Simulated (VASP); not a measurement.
Input of a VASP 6.6.1 run:

The input INCAR:

```
PREC = Accurate
ENCUT = 600
EDIFF = 1E-6
ISMEAR = -1
SIGMA = 0.05
LREAL = F
LASPH = T
NELM = 60
ALGO = Normal
ISIF = 3
LWAVE = F
LCHARG = F
GGA = PE
IBRION = 2
NSW = 40
EDIFFG = -0.01
```

The input KPOINTS:

```
Automatic mesh
0
Gamma
  7 7 7
```

Contents of POSCAR:

```
Cu3Au
1.0
    3.7400000000      0.0000000000      0.0000000000
    0.0000000000      3.7400000000      0.0000000000
    0.0000000000      0.0000000000      3.7400000000
Au Cu
1 3
Direct
    0.0000000000      0.0000000000      0.0000000000
    0.5000000000      0.5000000000      0.0000000000
    0.5000000000      0.0000000000      0.5000000000
    0.0000000000      0.5000000000      0.5000000000
```

Potentials or basis: VASP PAW PBE potentials, release 64 (Au, Cu).

Command:

```bash
$ cat potpaw_PBE.64/Au/POTCAR potpaw_PBE.64/Cu/POTCAR > POTCAR
$ mpirun -np 1 vasp_std > vasp.out
```

Estimate the relaxed cell.

a = 3.783 Å, b = 3.783 Å, c = 3.783 Å, α = 90.00°, β = 90.00°, γ = 90.00°.

What does it give for the space group after relaxing (to 0.05 Å)?

Pm-3m (No. 221).

Final structure:
```cif
data_structure
_symmetry_space_group_name_H-M 'P 1'
_symmetry_Int_Tables_number 1
_cell_length_a 3.7828
_cell_length_b 3.7828
_cell_length_c 3.7828
_cell_angle_alpha 90.000
_cell_angle_beta 90.000
_cell_angle_gamma 90.000
_cell_volume 54.13
loop_
_atom_site_label
_atom_site_type_symbol
_atom_site_fract_x
_atom_site_fract_y
_atom_site_fract_z
_atom_site_occupancy
Au1 Au 0.00000 0.00000 0.00000 1
Cu1 Cu 0.50000 0.50000 0.00000 1
Cu2 Cu 0.50000 0.00000 0.50000 1
Cu3 Cu 0.00000 0.50000 0.50000 1
```

Spin-orbit coupling is left out, which matters for the levels of Au. Zero-point motion and thermal expansion aren't in these numbers.
